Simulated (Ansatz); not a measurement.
**How far is PAW off for Zr?**

```xyz
1
Lattice="-1.8100 1.8100 1.8100 1.8100 -1.8100 1.8100 1.8100 1.8100 -1.8100" Properties=species:S:1:pos:R:3 pbc="T T T"
Zr    0.0000    0.0000    0.0000
```

The cell comes from COD entry 9008559, which wasn't checked; take it as a given geometry.

All numbers are computed: DFT, PBE, PAW with Ansatz's default frozen-core files, scalar-relativistic (Ansatz 0.2.0); DFT, PBE, all-electron PAW with datasets made for the crystal, scalar-relativistic (Ansatz 0.2.0); DFT, PBE, all-electron LAPW, scalar-relativistic (Ansatz 0.2.0).

For PAW: a Γ-centred 16×16×16 k mesh, Fermi–Dirac smearing of 0.03 eV, cutoff 420 eV, no spin polarisation. The crystal-made all-electron datasets (AE datasets) take a cutoff of 240 eV at this cell. LAPW targets a basis error of 0.5 meV/atom. The Ansatz runs share mesh, smearing and spin set-up. Plane-wave (PAW) pressures include the program's estimate of the Pulay term.

Stress and pressure are positive in compression.

Levels count from the Fermi level.

```csv
quantity,PAW,AE datasets,LAPW
pressure (GPa),-3.15,-3.13,-3.13
highest filled level at H (eV),-2.458,-2.458,-2.458
lowest empty level at H (eV),5.507,5.508,5.508
highest filled level at Γ (eV),-5.333,-5.333,-5.333
lowest empty level at Γ (eV),1.109,1.109,1.109
highest filled level at P (eV),-0.532,-0.532,-0.532
lowest empty level at P (eV),4.280,4.281,4.281
```

PAW's pressure differs from the LAPW value by -0.02 GPa. Datasets made for the crystal and LAPW share parts of one code, so their agreement isn't an independent check.
